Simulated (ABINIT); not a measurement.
# Ag (Fm-3m) in ABINIT: notebook

Aim: see how the results for Ag move with the level of theory and the settings. Levels: LDA, PBEsol, RPBE. Tasks: band structure, equation of state.

Program: ABINIT 10.8.3 (patched build). These are calculated values, not measurements. Logs are shortened: lines on timing, memory, paths and dates and some standing lists are left out, and cuts for length are marked. The log counts tension as positive stress, the text compression.

## (1) Starting point

Symmetry: Fm-3m, No. 225, cubic system. Conventional cell: a = 4.085 Å, b = 4.085 Å, c = 4.085 Å, α = 90.00°, β = 90.00°, γ = 90.00°. Ag (site symmetry m-3m) has 12 Ag at 2.89 Å as nearest neighbours.

## (2) Band structure, LDA, spin-orbit coupling, no magnetisation

File run.abi:

```
# Datasets: ground state, then fixed potential
ndtset 2

# Pseudopotentials
pp_dirpath "./"
pseudos "Ag.LDA_PW-JTH.xml"

# Structure
acell 2.8888847545 2.8888847545 2.8888847545 Angstrom
rprim
     0.0000000000     0.7071067812     0.7071067812
     0.7071067812     0.0000000000     0.7071067812
     0.7071067812     0.7071067812     0.0000000000
ntypat 1
znucl 47
natom 1
typat 1
xred
     0.0000000000     0.0000000000     0.0000000000

# Plane-wave basis
ecut 17.0
pawecutdg 34.0

# Exchange and correlation
ixc 7

# Bands and occupations
occopt 3
tsmear 0.05 eV

# Spin
nspinor 2
nspden 1
pawspnorb 1

# SCF cycle
nstep 100

# Output
iomode 3
prtwf 0
prteig 0
prtebands 0
enunit 2
prtden1 1

# Dataset 1
kptopt1 4
ngkpt1 11 11 11
nshiftk1 1
shiftk1 0.0 0.0 0.0
nband1 20
tolvrs1 1.0e-9

# Dataset 2: bands along G-X-W-K-G-L-U-W-L-K
iscf2 -2
getden2 1
nband2 28
nbdbuf2 2
tolwfr2 1.0e-12
kptopt2 -9
ndivsm2 5
prteig2 1
kptbounds2
     0.0000000000     0.0000000000     0.0000000000
     0.5000000000     0.0000000000     0.5000000000
     0.5000000000     0.2500000000     0.7500000000
     0.3750000000     0.3750000000     0.7500000000
     0.0000000000     0.0000000000     0.0000000000
     0.5000000000     0.5000000000     0.5000000000
     0.6250000000     0.2500000000     0.6250000000
     0.5000000000     0.2500000000     0.7500000000
     0.5000000000     0.5000000000     0.5000000000
     0.3750000000     0.3750000000     0.7500000000
```

Potentials or basis: JTH PAW LDA v2.0.

Launch:

```sh
$ abinit run.abi > log 2>&1
```

run.abo:

```text
.Version 10.8.3 of ABINIT
 DATASET    1 : space group F4 3 2 (#209); Bravais cF (face-center cubic)
================================================================================
 Values of the parameters that define the memory need for DATASET  1.
     intxc =       0    ionmov =       0      iscf =      17    lmnmax =      18
     lnmax =       6     mgfft =      24  mpssoang =       3    mqgrid =    3001
     natom =       1  nloc_mem =       2    nspden =       1   nspinor =       2
    nsppol =       1      nsym =      24    n1xccc =       1    ntypat =       1
    occopt =       3   xclevel =       1
       mpw =         391          nfft =       13824          nkpt =          66
 PAW method is used; the additional fine FFT grid is defined by:
   mgfftf=        30    nfftf =     27000
================================================================================
================================================================================

 DATASET    2 : space group F4 3 2 (#209); Bravais cF (face-center cubic)
================================================================================
 Values of the parameters that define the memory need for DATASET  2.
     intxc =       0    ionmov =       0      iscf =      -2    lmnmax =      18
     lnmax =       6     mgfft =      24  mpssoang =       3    mqgrid =    3001
     natom =       1  nloc_mem =       2    nspden =       1   nspinor =       2
    nsppol =       1      nsym =      24    n1xccc =       1    ntypat =       1
    occopt =       3   xclevel =       1
       mpw =         396          nfft =       13824          nkpt =          87
 PAW method is used; the additional fine FFT grid is defined by:
   mgfftf=        30    nfftf =     27000
================================================================================
================================================================================

--------------------------------------------------------------------------------
------------- Echo of variables that govern the present computation ------------
--------------------------------------------------------------------------------
 -outvars: echo values of preprocessed input variables --------
            acell      5.4592009953E+00  5.4592009953E+00  5.4592009953E+00 Bohr
              amu      1.07868200E+02
             ecut      1.70000000E+01 Hartree
           enunit           2
           getden1          0
           getden2          1
             iscf1         17
             iscf2         -2
                       outvar_i_n : Printing only first  50 k-points.
              ixc           7
           jdtset        1    2
                       outvar_i_n : Printing only first  50 k-points.
           kptopt1          4
           kptopt2         -9
         kptrlatt       11    0    0      0   11    0      0    0   11
          kptrlen1     6.00512109E+01
          kptrlen2     3.00000000E+01
            natom           1
            nband1         20
            nband2         28
           nbdbuf1          0
           nbdbuf2          2
           ndtset           2
           ndivsm1          0
           ndivsm2          5
            ngfft          24      24      24
          ngfftdg          30      30      30
             nkpt1         66
             nkpt2         87
          nspinor           2
            nstep         100
             nsym          24
           ntypat           1
                       prtocc : prtvol=0, do not print more k-points.
           occopt           3
        pawcpxocc           2
        pawecutdg      3.40000000E+01 Hartree
        pawspnorb           1
        prtebands           0
           prteig1          0
           prteig2          1
            prtwf           0
[... 1124 lines left out ...]
  1.82E-13  4.07E-13  1.56E-13  7.59E-13  2.31E-13  3.11E-13  5.38E-14  1.60E-13
  3.84E-13  8.08E-13  1.28E-13  2.48E-13  1.33E-13  4.36E-13  4.61E-13  6.12E-13
  8.25E-13  4.30E-13  2.45E-06  6.29E-06
 -8.8956E-02 -8.8956E-02 -7.3576E-02 -7.3576E-02 -1.7407E-02 -1.7407E-02
  3.5422E-03  3.5422E-03  2.3941E-02  2.3941E-02  2.8755E-01  2.8755E-01
  3.2349E-01  3.2349E-01  3.9293E-01  3.9293E-01  6.0159E-01  6.0159E-01
  7.5589E-01  7.5589E-01  1.0240E+00  1.0240E+00  1.1794E+00  1.1794E+00
  1.2082E+00  1.2082E+00  1.3870E+00  1.3870E+00

--- !ResultsGS
iteration_state: {dtset: 2, }
comment   : Summary of ground state results
lattice_vectors:
- [  0.0000000,   3.8602380,   3.8602380, ]
- [  3.8602380,   0.0000000,   3.8602380, ]
- [  3.8602380,   3.8602380,   0.0000000, ]
lattice_lengths: [   5.45920,    5.45920,    5.45920, ]
lattice_angles: [ 60.000,  60.000,  60.000, ] # degrees, (23, 13, 12)
lattice_volume:   1.1504619E+02
convergence: {deltae:  0.000E+00, res2:  0.000E+00, residm:  9.989E-13, diffor:  0.000E+00, }
etotal    :  -3.83442978E+01
entropy   :   0.00000000E+00
fermie    :   1.39789323E-01
cartesian_stress_tensor: null
pressure_GPa: null
xred      :
- [  0.0000E+00,   0.0000E+00,   0.0000E+00, Ag]
cartesian_forces: null
force_length_stats: {min: null, max: null, mean: null, }
...

 Integrated electronic density in atomic spheres:
 ------------------------------------------------
 Atom  Sphere_radius  Integrated_density
    1        2.51516          9.81363235

================================================================================

 ----iterations are completed or convergence reached----

 Mean square residual over all n,k,spin=   34.544E-14; max=  99.891E-14
 reduced coordinates (array xred) for    1 atoms
       0.000000000000      0.000000000000      0.000000000000

 cartesian coordinates (angstrom) at end:
    1      0.00000000000000     0.00000000000000     0.00000000000000
 length scales=  5.459200995315  5.459200995315  5.459200995315 bohr
              =  2.888884754500  2.888884754500  2.888884754500 angstroms
 Eigenvalues (hartree) for nkpt=  87  k points:
 kpt#   1, nband= 28, wtk=  1.00000, kpt=  0.0000  0.0000  0.0000 (reduced coord)
  -0.15674   -0.15674   -0.04995   -0.04995   -0.04995   -0.04995   -0.03547   -0.03547
  -0.00244   -0.00244   -0.00244   -0.00244    0.74622    0.74622    0.85517    0.85517
   0.87353    0.87353    0.87353    0.87353    1.03561    1.03561    1.06603    1.06603
   1.06603    1.06603    1.07254    1.07254
 kpt#   2, nband= 28, wtk=  1.00000, kpt=  0.0357  0.0000  0.0357 (reduced coord)
  -0.15477   -0.15477   -0.05022   -0.05022   -0.04931   -0.04931   -0.03521   -0.03521
  -0.00315   -0.00315   -0.00213   -0.00213    0.74651    0.74651    0.84806    0.84806
   0.86478    0.86478    0.86738    0.86738    1.04808    1.04808    1.06539    1.06539
   1.06772    1.06772    1.07389    1.07389
 kpt#   3, nband= 28, wtk=  1.00000, kpt=  0.0714  0.0000  0.0714 (reduced coord)
  -0.14892   -0.14892   -0.05134   -0.05134   -0.04743   -0.04743   -0.03412   -0.03412
  -0.00517   -0.00517   -0.00121   -0.00121    0.74734    0.74734    0.82933    0.82933
   0.84346    0.84346    0.84965    0.84965    1.06533    1.06533    1.06995    1.06995
   1.07345    1.07345    1.08361    1.08361
 kpt#   4, nband= 28, wtk=  1.00000, kpt=  0.1071  0.0000  0.1071 (reduced coord)
  -0.13944   -0.13944   -0.05381   -0.05381   -0.04443   -0.04443   -0.03162   -0.03162
[... 403 lines left out ...]
 kpt#  85, nband= 28, wtk=  1.00000, kpt=  0.4028  0.4028  0.6944 (reduced coord)
  -0.08319   -0.08319   -0.06338   -0.06338   -0.02925   -0.02925   -0.00702   -0.00702
   0.02163    0.02163    0.26535    0.26535    0.28911    0.28911    0.45401    0.45401
   0.64113    0.64113    0.75281    0.75281    1.10406    1.10406    1.14181    1.14181
   1.14925    1.14925    1.37456    1.37960
 kpt#  86, nband= 28, wtk=  1.00000, kpt=  0.3889  0.3889  0.7222 (reduced coord)
  -0.08602   -0.08602   -0.06836   -0.06836   -0.02390   -0.02390   -0.00088   -0.00088
   0.02216    0.02216    0.28885    0.28885    0.30125    0.30125    0.41228    0.41228
   0.61954    0.61954    0.75464    0.75464    1.06512    1.06512    1.16324    1.16324
   1.17816    1.17816    1.37647    1.37998
 kpt#  87, nband= 28, wtk=  1.00000, kpt=  0.3750  0.3750  0.7500 (reduced coord)
  -0.08896   -0.08896   -0.07358   -0.07358   -0.01741   -0.01741    0.00354    0.00354
   0.02394    0.02394    0.28755    0.28755    0.32349    0.32349    0.39293    0.39293
   0.60159    0.60159    0.75589    0.75589    1.02401    1.02401    1.17940    1.17940
   1.20825    1.20825    1.38703    1.38705
 Eigenvalues (   eV  ) for nkpt=  87  k points:
 kpt#   1, nband= 28, wtk=  1.00000, kpt=  0.0000  0.0000  0.0000 (reduced coord)
  -4.26518   -4.26518   -1.35914   -1.35914   -1.35914   -1.35914   -0.96510   -0.96510
  -0.06637   -0.06637   -0.06637   -0.06637   20.30566   20.30566   23.27026   23.27026
  23.77003   23.77003   23.77003   23.77003   28.18028   28.18028   29.00812   29.00812
  29.00812   29.00812   29.18536   29.18536
 kpt#   2, nband= 28, wtk=  1.00000, kpt=  0.0357  0.0000  0.0357 (reduced coord)
  -4.21148   -4.21148   -1.36660   -1.36660   -1.34175   -1.34175   -0.95814   -0.95814
  -0.08580   -0.08580   -0.05800   -0.05800   20.31351   20.31351   23.07681   23.07681
  23.53185   23.53185   23.60272   23.60272   28.51971   28.51971   28.99086   28.99086
  29.05425   29.05425   29.22215   29.22215
 kpt#   3, nband= 28, wtk=  1.00000, kpt=  0.0714  0.0000  0.0714 (reduced coord)
  -4.05232   -4.05232   -1.39716   -1.39716   -1.29067   -1.29067   -0.92848   -0.92848
  -0.14068   -0.14068   -0.03292   -0.03292   20.33623   20.33623   22.56733   22.56733
  22.95165   22.95165   23.12025   23.12025   28.98902   28.98902   29.11483   29.11483
  29.20998   29.20998   29.48640   29.48640
 kpt#   4, nband= 28, wtk=  1.00000, kpt=  0.1071  0.0000  0.1071 (reduced coord)
  -3.79442   -3.79442   -1.46418   -1.46418   -1.20907   -1.20907   -0.86051   -0.86051
[... 404 lines left out ...]
  -2.26376   -2.26376   -1.72476   -1.72476   -0.79590   -0.79590   -0.19095   -0.19095
   0.58862    0.58862    7.22043    7.22043    7.86699    7.86699   12.35435   12.35435
  17.44603   17.44603   20.48500   20.48500   30.04311   30.04311   31.07030   31.07030
  31.27270   31.27270   37.40358   37.54077
 kpt#  86, nband= 28, wtk=  1.00000, kpt=  0.3889  0.3889  0.7222 (reduced coord)
  -2.34060   -2.34060   -1.86012   -1.86012   -0.65026   -0.65026   -0.02387   -0.02387
   0.60313    0.60313    7.85988    7.85988    8.19742    8.19742   11.21877   11.21877
  16.85847   16.85847   20.53469   20.53469   28.98348   28.98348   31.65328   31.65328
  32.05927   32.05927   37.45577   37.55114
 kpt#  87, nband= 28, wtk=  1.00000, kpt=  0.3750  0.3750  0.7500 (reduced coord)
  -2.42060   -2.42060   -2.00210   -2.00210   -0.47368   -0.47368    0.09639    0.09639
   0.65146    0.65146    7.82457    7.82457    8.80260    8.80260   10.69227   10.69227
  16.37023   16.37023   20.56886   20.56886   27.86463   27.86463   32.09303   32.09303
  32.87811   32.87811   37.74300   37.74348

== END DATASET(S) ==============================================================
================================================================================

 -outvars: echo values of variables after computation  --------
            acell      5.4592009953E+00  5.4592009953E+00  5.4592009953E+00 Bohr
           etotal1    -3.8344297751E+01
            fcart1    -0.0000000000E+00 -0.0000000000E+00 -0.0000000000E+00
            rprim      0.0000000000E+00  7.0710678120E-01  7.0710678120E-01
                       7.0710678120E-01  0.0000000000E+00  7.0710678120E-01
                       7.0710678120E-01  7.0710678120E-01  0.0000000000E+00
           strten1     2.6306212056E-04  2.6306212056E-04  2.6306212056E-04
                       0.0000000000E+00  0.0000000000E+00  0.0000000000E+00
 Calculation completed.
```

It took 49 s on 1 thread of Intel Xeon Platinum 8559C (Emerald Rapids), shared host; peak memory 0.11 GiB.

Results:

```yaml
Free_energy: -1043.4015 eV
Pressure: -7.7 GPa
Band_gap_on_the_k_mesh: none (metal or under the smearing width)
Valence_electrons_inside_the_program's_atomic_spheres: Ag 9.81 (radii [1.331] Å)
```

Levels at the corners of the path, in eV from the Fermi level:
```
point  band 7  band 8  band 9  band 10  band 11  band 12  band 13  band 14
    Γ   -4.77   -4.77   -3.87    -3.87    -3.87    -3.87    16.50    16.50
    X   -3.04   -3.04   -2.71    -2.71     1.32     1.32     6.45     6.45
    W   -3.88   -3.88   -2.90    -2.90     5.52     5.52     5.87     5.87
    K   -3.71   -3.71   -3.15    -3.15     4.02     4.02     5.00     5.00
    Γ   -4.77   -4.77   -3.87    -3.87    -3.87    -3.87    16.50    16.50
    L   -3.22   -3.22   -3.00    -3.00    -0.66    -0.66     3.32     3.32
    U   -3.71   -3.71   -3.15    -3.15     4.02     4.02     5.00     5.00
    W   -3.88   -3.88   -2.90    -2.90     5.52     5.52     5.87     5.87
    L   -3.22   -3.22   -3.00    -3.00    -0.66    -0.66     3.32     3.32
    K   -3.71   -3.71   -3.15    -3.15     4.02     4.02     5.00     5.00
```

[end of part 1 of 2]
